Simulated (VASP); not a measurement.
# Hg (P6_3/mmc) in VASP: electric field gradients with PBE

Aim: the electric field gradients of Hg with PBE.

Program: VASP 6.6.1. These are calculated values, not measurements. Logs are shortened: lines on timing, memory, paths and dates and some standing lists are left out, and cuts for length are marked.

## 1. The cell of the first run

It takes space group P6_3/mmc (No. 194, hexagonal). The conventional cell has a = 3.520 Å, b = 3.520 Å, c = 5.841 Å, α = 90.00°, β = 90.00°, γ = 120.00°. Around Hg (site symmetry -6m2) lie 12 Hg at 3.52 to 3.56 Å.

## 2. Electric field gradients, PBE (z stretched by +4 % at fixed volume)

INCAR

```
SYSTEM = Hg
ALGO = Normal
EDIFF = 1E-8
ENCUT = 520
GGA = PE
ISIF = 2
ISMEAR = -1
LASPH = .TRUE.
LCHARG = .FALSE.
LEFG = .TRUE.
LREAL = .FALSE.
LWAVE = .FALSE.
NBANDS = 19
NELM = 100
PREC = Accurate
SIGMA = 0.03
```

KPOINTS

```
k-points
0
G
  13 13 7
  0 0 0
```

POSCAR

```
Hg
1.0
    3.5204612254      0.0000000000      0.0000000000
   -1.7602306127      3.0488088542      0.0000000000
    0.0000000000      0.0000000000      5.8409672043
Hg
2
Direct
    0.3333333333      0.6666666667      0.2500000000
    0.6666666667      0.3333333333      0.7500000000
```

Potentials or basis: VASP PAW PBE potentials, release 64 (Hg).

On the command line:

```
$ cat potpaw_PBE.64/Hg/POTCAR > POTCAR
$ mpirun -np 1 vasp_std > vasp.out
```

OUTCAR:

```text
SYSTEM = Hg
   EDIFF = 1E-8
   ENCUT = 520
   GGA = PE
   ISIF = 2
   ISMEAR = -1
   LASPH = .TRUE.
   LREAL = .FALSE.
   NELM = 100
   PREC = Accurate

 ion  position               nearest neighbor table
   1  0.333  0.667  0.250-   2 3.56   2 3.56   2 3.56   2 3.56   2 3.56   2 3.56
   2  0.667  0.333  0.750-   1 3.56   1 3.56   1 3.56   1 3.56   1 3.56   1 3.56

  LATTYP: Found a hexagonal cell.
 ALAT       =     3.5204612254
 C/A-ratio  =     1.6591482849

  Lattice vectors:

 A1 = (   3.5204612254,   0.0000000000,   0.0000000000)
 A2 = (  -1.7602306127,   3.0488088542,   0.0000000000)
 A3 = (   0.0000000000,   0.0000000000,   5.8409672043)

Analysis of symmetry for initial positions (statically):
=====================================================================
 Subroutine PRICEL returns:
 Original cell was already a primitive cell.

 Routine SETGRP: Setting up the symmetry group for a
 hexagonal supercell.

 Subroutine GETGRP returns: Found 24 space group operations
 (whereof 12 operations were pure point group operations)
 out of a pool of 24 trial point group operations.

The static configuration has the point symmetry D_3d.
 The point group associated with its full space group is D_6h.

Analysis of symmetry for dynamics (positions and initial velocities):
=====================================================================
 Subroutine PRICEL returns:
 Original cell was already a primitive cell.

 Routine SETGRP: Setting up the symmetry group for a
 hexagonal supercell.

 Subroutine GETGRP returns: Found 24 space group operations
 (whereof 12 operations were pure point group operations)
 out of a pool of 24 trial point group operations.

The dynamic configuration has the point symmetry D_3d.
 The point group associated with its full space group is D_6h.

 Subroutine INISYM returns: Found 24 space group operations
 (whereof 12 operations are pure point group operations),
 and found     1 'primitive' translations

----------------------------------------------------------------------------------------

                                     Primitive cell

  volume of cell :      62.6923

  direct lattice vectors                    reciprocal lattice vectors
     3.520461225  0.000000000  0.000000000     0.284053690  0.163998474  0.000000000
    -1.760230613  3.048808854  0.000000000     0.000000000  0.327996948  0.000000000
     0.000000000  0.000000000  5.840967204     0.000000000  0.000000000  0.171204522

  length of vectors
     3.520461225  3.520461225  5.840967204     0.327996948  0.327996948  0.171204522

  position of ions in fractional coordinates (direct lattice)
     0.333333333  0.666666667  0.250000000
     0.666666667  0.333333333  0.750000000

  ion indices of the primitive-cell ions
   primitive index   ion index
                 1           1
                 2           2

----------------------------------------------------------------------------------------

 KPOINTS: k-points

Automatic generation of k-mesh.
 Grid dimensions read from file:
 generate k-points for:   13   13    7

 Generating k-lattice:

  Cartesian coordinates                     Fractional coordinates (reciprocal lattice)
     0.021850284  0.012615267  0.000000000     0.076923077  0.000000000  0.000000000
     0.000000000  0.025230534  0.000000000     0.000000000  0.076923077  0.000000000
     0.000000000  0.000000000  0.024457789     0.000000000  0.000000000  0.142857143

  Length of vectors
     0.025230534  0.025230534  0.024457789

  Shift w.r.t. Gamma in fractional coordinates (k-lattice)
     0.000000000  0.000000000  0.000000000

 Subroutine IBZKPT returns following result:
 ===========================================

 Found     84 irreducible k-points:

 Following reciprocal coordinates:
            Coordinates               Weight
  0.000000  0.000000  0.000000      1.000000
  0.076923 -0.000000  0.000000      6.000000
  0.153846  0.000000  0.000000      6.000000
  0.230769 -0.000000  0.000000      6.000000
  0.307692  0.000000  0.000000      6.000000
  0.384615  0.000000  0.000000      6.000000
[... 16 lines left out ...]
  0.076923 -0.000000  0.142857     12.000000
  0.153846  0.000000  0.142857     12.000000
 [... further k-points ...]
   k-points           NKPTS =     84   k-points in BZ     NKDIM =     84   number of bands    NBANDS=     19
   number of dos      NEDOS =    301   number of ions     NIONS =      2
   total plane-waves  NPLWV =  37632
   dimension x,y,z NGX =    28 NGY =   28 NGZ =   48
   dimension x,y,z NGXF=    56 NGYF=   56 NGZF=   96
   ions per type =               2
   NGX,Y,Z   is equivalent  to a cutoff of  13.22, 13.22, 13.66 a.u.
   NGXF,Y,Z  is equivalent  to a cutoff of  26.44, 26.44, 27.32 a.u.
 SYSTEM =  Hg
   PREC   = accura    normal or accurate (medium, high low for compatibility)
   ISTART =      0    job   : 0-new  1-cont  2-samecut
   ICHARG =      2    charge: 1-file 2-atom 10-const
   ISPIN  =      1    spin polarized calculation?
   LNONCOLLINEAR =      F non collinear calculations
   LSORBIT =      F    spin-orbit coupling
   LASPH  =      T    aspherical Exc in radial PAW
   ENCUT  =  520.0 eV  38.22 Ry    6.18 a.u.   6.55  6.55 10.86*2*pi/ulx,y,z
   NELM   =    100;   NELMIN=  2; NELMDL= -5     # of ELM steps
   EDIFF  = 0.1E-07   stopping-criterion for ELM
   LREAL  =      F    real-space projection
   EDIFFG = 0.1E-06   stopping-criterion for IOM
   NSW    =      0    number of steps for IOM
   IBRION =     -1    ionic relax: 0-MD 1-quasi-New 2-CG
   NFREE  =      0    steps in history (QN), initial steepest desc. (CG)
   ISIF   =      2    stress and relaxation
   ISYM   =      2    0-nonsym 1-usesym 2-fastsym
   POTIM  = 0.5000    time-step for ionic-motion
   TEBEG  =    0.0;   TEEND  =   0.0 temperature during run
   PSTRESS=    0.0 pullay stress
   NELECT =      24.0000    total number of electrons
   NUPDOWN=      -1.0000    fix difference up-down
   EMIN   =  10.00;   EMAX   =-10.00  energy-range for DOS
   EFERMI =   0.00;   METHOD = LEGACY
   ISMEAR =    -1;   SIGMA  =   0.03  broadening in eV -4-tet -1-fermi 0-gaus
   EFERMI_NEDOS =   21; number of points for ismear=-14 and -15
   IALGO  =     38    algorithm
   IMIX   =      4    mixing-type and parameters
     AMIX     =   0.40;   BMIX     =  1.00
     AMIX_MAG =   1.60;   BMIX_MAG =  1.00
  volume/ion in A,a.u.               =      31.35       211.53
  Fermi-wavevector in a.u.,A,eV,Ry     =   1.188704  2.246325 19.225267  1.413017
  Thomas-Fermi vector in A             =   2.324828
   LORBIT       =      0    0 simple, 1 ext, 2 COOP (PROOUT), +10 PAW based schemes
   GGA     = PE    functional components
   LHFCALC =     F    Hartree Fock is set to
   AEXX    =    0.0000 exact exchange contribution
   IVDW    =     0    specifies the selected vdW correction
   LEPSILON=     F    determine dielectric tensor
   LRPA    =     F    only Hartree local field effects (RPA)
 non-spin polarized calculation
  energy-cutoff  :      520.00
  volume of cell :       62.69
 maximum number of plane-waves:      1720
 NGX is ok and might be reduce to    28

 number of electron      23.9999999 magnetization

 Free energy of the ion-electron system (eV)
  ---------------------------------------------------
  ext. energy  EPLUGINS =         0.00000000
  ---------------------------------------------------
  free energy    TOTEN  =        -0.37264796 eV

  energy without entropy =       -0.37254485  energy(sigma->0) =       -0.37259640

 E-fermi :   0.2534     XC(G=0):  -9.3331

 val. band max:        0.1397017538   @ k =   0.2308   0.2308   0.0000
 cond. band min:       0.2872988819   @ k =   0.0000   0.0000   0.0000
 fundamental gap:      0.1475971281
 Fermi energy:         0.2533525457

 k-point     1 :       0.0000    0.0000    0.0000
  band No.  band energies     occupation
      1      -6.1837      2.00000
      2      -5.9110      2.00000
      3      -5.4609      2.00000
      4      -5.3923      2.00000
      5      -5.3923      2.00000
      6      -5.3273      2.00000
[... 11 lines left out ...]
     18      13.1824      0.00000
     19      13.2181      0.00000
[... 485 lines left out ...]
 k-point    24 :       0.1538    0.0000    0.1429
  band No.  band energies     occupation
      1      -5.7620      2.00000
      2      -5.7303      2.00000
      3      -5.4805      2.00000
      4      -5.3964      2.00000
      5      -5.3022      2.00000
      6      -5.3002      2.00000
[... 11 lines left out ...]
     18      12.6453      0.00000
     19      13.0547      0.00000

 [... further k-points ...]

------------------------ aborting loop because EDIFF is reached ----------------------------------------

  FORCE on cell =-STRESS in cart. coord.  units (eV):
  Direction    XX          YY          ZZ          XY          YZ          ZX
  --------------------------------------------------------------------------------------
  -------------------------------------------------------------------------------------
  Total        0.0913472      0.0913472     -0.1470754     -0.0000000      0.0000000      0.0000000
  in kB        2.3344865      2.3344865     -3.7586861     -0.0000000      0.0000000      0.0000000
  external PRESSURE =       0.3034289 kB  Pullay stress =       0.0000000 kB

 VOLUME and BASIS-vectors are now :
 -----------------------------------------------------------------------------
  energy-cutoff  :      520.00
  volume of cell :       62.69
      direct lattice vectors                 reciprocal lattice vectors
     3.520461225  0.000000000  0.000000000     0.284053690  0.163998474  0.000000000
    -1.760230613  3.048808854  0.000000000     0.000000000  0.327996948  0.000000000
     0.000000000  0.000000000  5.840967204     0.000000000  0.000000000  0.171204522

 POSITION                                       TOTAL-FORCE (eV/Angst)
 -----------------------------------------------------------------------------------
     -0.00000      2.03254      1.46024         0.000000      0.000000     -0.000000
      1.76023      1.01627      4.38073        -0.000000     -0.000000      0.000000
 -----------------------------------------------------------------------------------
    total drift:                               -0.000000      0.000000     -0.000000

  FREE ENERGIE OF THE ION-ELECTRON SYSTEM (eV)
  ---------------------------------------------------
  free  energy   TOTEN  =        -0.3726479589 eV

  energy  without entropy=       -0.3725448505  energy(sigma->0) =       -0.37259640

 Electric field gradients (V/A^2)
---------------------------------------------------------------------
 ion       V_xx      V_yy      V_zz      V_xy      V_xz      V_yz
---------------------------------------------------------------------
   1      -8.338    -8.339    16.677    -0.000     0.000    -0.000
   2      -8.338    -8.339    16.677    -0.000    -0.000     0.000
---------------------------------------------------------------------

 Electric field gradients after diagonalization (V/A^2)
 (convention: |V_zz| > |V_xx| > |V_yy|)
----------------------------------------------------------------------
 ion       V_xx      V_yy      V_zz     asymmetry (V_yy - V_xx)/ V_zz
----------------------------------------------------------------------
   1      -8.339    -8.338    16.677       0.000
   2      -8.339    -8.338    16.677       0.000
----------------------------------------------------------------------

           NMR quadrupolar parameters

 Cq : quadrupolar parameter    Cq=e*Q*V_zz/h
 eta: asymmetry parameters     (V_yy - V_xx)/ V_zz
 Q  : nuclear electric quadrupole moment in mb (millibarn)
----------------------------------------------------------------------
 ion       Cq(MHz)       eta       Q (mb)
----------------------------------------------------------------------
   1       0.040       0.000       1.000
   2       0.040       0.000       1.000
----------------------------------------------------------------------
```

Run time: 70 s. Hardware: 1 thread of AMD EPYC 7R13 (Zen 3), shared host; peak memory 0.21 GiB.

Results:

```yaml
Free_energy: -0.3726 eV
Pressure: 0.0 GPa
Band_gap_on_the_k_mesh: 0.15 eV, indirect (least direct gap 1.38 eV)
```

Levels at points of the mesh, in eV from the valence-band top:
```csv
k point,band 9,band 10,band 11,band 12,band 13,band 14,band 15,band 16
"(0.00, 0.00, 0.00)",-5.33,-4.97,-4.97,-1.51,0.15,11.18,11.18,12.64
```

Electric field gradients, principal values (V/Å²):
```tsv
atom	Vxx	Vyy	Vzz
1 Hg	-8.338	-8.339	16.677
2 Hg	-8.338	-8.339	16.677
```

Caveat: spin-orbit coupling is left out, which moves the levels of the heavy elements; an odd mesh through Γ misses points on the zone boundary, where band edges often lie.
